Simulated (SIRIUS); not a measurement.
A run of SIRIUS 7.12.0:

File run.py:

```python
import json, subprocess
import numpy as np
from ase import Atoms
from ase.io import read
from ase.calculators.calculator import Calculator, all_changes
from ase.units import Bohr, Hartree, GPa
from ase.optimize import BFGS
from ase.filters import FrechetCellFilter

class Sirius(Calculator):
    """Writes sirius.json, runs sirius.scf and reads out.json."""
    implemented_properties = ["energy", "free_energy", "forces", "stress", "magmom"]

    def __init__(self, config, files):
        super().__init__()
        self.config, self.files, self.calls = config, files, 0

    def calculate(self, atoms=None, properties=["energy"], system_changes=all_changes):
        super().calculate(atoms, properties, system_changes)
        symbols = atoms.get_chemical_symbols()
        types = list(dict.fromkeys(symbols))
        order = [i for t in types for i, s in enumerate(symbols) if s == t]
        frac = atoms.get_scaled_positions(wrap=False)
        m = atoms.get_initial_magnetic_moments()
        m = m if m.ndim == 2 else np.c_[0 * m, 0 * m, m]
        spin = self.config["parameters"]["num_mag_dims"] > 0
        rows = {t: [list(frac[i]) + (list(m[i]) if spin else []) for i in order if symbols[i] == t] for t in types}
        cell = {"lattice_vectors": (atoms.cell[:] / Bohr).tolist(), "atom_types": types, "atom_files": self.files, "atoms": rows}
        json.dump({**self.config, "unit_cell": cell}, open("sirius.json", "w"), indent=1)
        self.calls += 1
        with open(f"sirius_{self.calls:03d}.out", "w") as log:
            subprocess.run(["sirius.scf", "--input=sirius.json", "--output=out.json"], stdout=log, stderr=subprocess.STDOUT, check=True)
        gs = json.load(open("out.json"))["ground_state"]
        if not gs["converged"]:
            raise RuntimeError("SCF did not converge")
        self.results = {"energy": gs["energy"]["free"] * Hartree, "free_energy": gs["energy"]["free"] * Hartree}
        if "forces" in gs:
            f = np.zeros((len(atoms), 3))
            f[order] = np.array(gs["forces"]) * Hartree / Bohr
            self.results["forces"] = f
        if "stress" in gs:
            s = np.array(gs["stress"]) * Hartree / Bohr**3
            self.results["stress"] = s.flat[[0, 4, 8, 5, 2, 1]]
        if spin:
            self.results["magmom"] = gs["magnetisation"]["total"][2]

atoms = read("HfC.cif")

config = {
    "control": {
        "processing_unit": 'cpu',
        "verbosity": 1,
        "print_forces": True,
        "print_stress": True,
    },
    "parameters": {
        "electronic_structure_method": 'pseudopotential',
        "xc_functionals": ['XC_GGA_X_PBE', 'XC_GGA_C_PBE'],
        "gk_cutoff": 9.1,
        "pw_cutoff": 18.2,
        "ngridk": [5, 5, 5],
        "shiftk": [0, 0, 0],
        "smearing": 'fermi_dirac',
        "smearing_width": 0.0018374661,
        "num_bands": 15,
        "num_mag_dims": 0,
        "num_dft_iter": 100,
        "energy_tol": 1e-08,
        "density_tol": 1e-06,
    },
    "iterative_solver": {
        "type": 'davidson',
        "min_tolerance": 1e-10,
    },
    "mixer": {
        "type": 'anderson',
        "beta": 0.7,
        "max_history": 8,
    },
    "settings": {
        "tol_ne": 1e-10,
        "pseudo_grid_cutoff": 6.5,
    },
}
dft = Sirius(config, {'C': 'C.json', 'Hf': 'Hf.json'})
atoms.calc = dft
results = {"symbols": atoms.get_chemical_symbols(), "cell": atoms.cell[:].tolist(), "frac": atoms.get_scaled_positions(wrap=False).tolist(), "steps": []}

def note():
    results["steps"].append({"energy": atoms.get_potential_energy(), "cell": atoms.cell[:].tolist(), "positions": atoms.positions.tolist(),
                             "forces": atoms.get_forces().tolist(), "stress": atoms.get_stress().tolist()})
    json.dump(results, open("results.json", "w"))

opt = BFGS(FrechetCellFilter(atoms, scalar_pressure=0.0 * GPa))
opt.attach(note)
results["converged"] = bool(opt.run(fmax=0.02, steps=30))
print("converged:", results["converged"])
print("cell parameters:", atoms.cell.cellpar().round(5))
print("volume per atom (A^3):", round(atoms.get_volume() / len(atoms), 4))
print(atoms.get_scaled_positions().round(6))
json.dump(results, open("results.json", "w"))
```

File HfC.cif:

```cif
data_HfC
_cell_length_a 3.28804653
_cell_length_b 3.28804653
_cell_length_c 3.28804653
_cell_angle_alpha 60.00000000
_cell_angle_beta 60.00000000
_cell_angle_gamma 60.00000000
_space_group_name_H-M_alt 'P1'
_space_group_name_Hall 'P 1'
_space_group_IT_number 1
loop_
_space_group_symop_operation_xyz
'x,y,z'
loop_
_atom_site_label
_atom_site_type_symbol
_atom_site_symmetry_multiplicity
_atom_site_Wyckoff_symbol
_atom_site_fract_x
_atom_site_fract_y
_atom_site_fract_z
_atom_site_occupancy
Hf1 Hf 1 a 0.5000000000 0.5000000000 0.5000000000 1
C1 C 1 a 0.0000000000 0.0000000000 0.0000000000 1
```

Potentials or basis: PseudoDojo 0.4.1 PBE standard (scalar relativistic).

The run is started by

```bash
$ upf_to_json C.upf
$ upf_to_json Hf.upf
$ OMP_NUM_THREADS=1 python run.py
```

Hardware: 1 thread of Intel(R) Xeon(R) Platinum 8259CL CPU @ 2.50GHz (Skylake/Cascade Lake), with other jobs on the host.

Question: How long does it take, and how much memory?

Answer: Run time: 51 s on 1 thread of Intel(R) Xeon(R) Platinum 8259CL CPU @ 2.50GHz (Skylake/Cascade Lake), with other jobs on the host, peak memory 0.2 GiB. Counts: scf iterations 17, k points 10, plane waves 2109, bands 15, ion steps 3, scf runs 3.
